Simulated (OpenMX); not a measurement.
## WS and the effect of the dispersion correction

```
CELL_PARAMETERS angstrom
3.00789 0.00000 0.00000
0.00000 3.00789 0.00000
0.00000 0.00000 3.00789
ATOMIC_POSITIONS crystal
W 0.50000 0.50000 0.50000
S 0.00000 0.00000 0.00000
```

The cell comes from a database or a generator and needn't be the stable form of this composition.

Kept alike: task single point; functional PBE; k mesh 7 × 7 × 7; occupations fermi-dirac, width 0.05 eV; no spin polarisation. Program: OpenMX, OpenMX 2013 PBE set, W7.0-s3p2d2f1, S7.0-s2p2d1f1, grid cutoff 400 Ry. The mesh is that of the run's cell of 2 atoms. No spin-orbit coupling.

```csv
dispersion correction,pressure (GPa)
D3(zero),-2.82
D3(BJ),-5.22
D4,-4.44
none,2.39
```

Pressure is positive in compression. For a metal such a mesh leaves the last digits unconverged.

Problem. What does the dispersion correction change here?

Solution. The pressure runs from -5.22 (D3(BJ)) to 2.39 GPa (none). Dispersion terms mostly attract, so at fixed cell they lower the pressure.

The correction changes the sign of the pressure: plain PBE gives 2.39 GPa, so the cell tends to expand, whereas all three corrected runs favour contraction. The equilibrium volume therefore lies on opposite sides of the chosen one, though for a dense, probably stiff compound the shift in lattice constant should be modest.

This isn't evidence of van der Waals bonding. In this CsCl-type arrangement there is no layer gap as in WS₂, and cohesion should come mainly from W 5d–S 3p covalency and W–W d overlap. The pairwise attraction acts here at bonding distances, where its volume derivative depends strongly on the damping, which probably explains much of the spread between D3(zero) and D3(BJ). If the phase is metallic, screening by itinerant electrons would weaken the true dispersion contribution, and coefficients derived from molecular references may overbind. Because these corrections are added to the energy without altering the Kohn–Sham potential, the bands at this fixed geometry stay the same. Without a reference volume, the pressures can't rank the four treatments by accuracy.
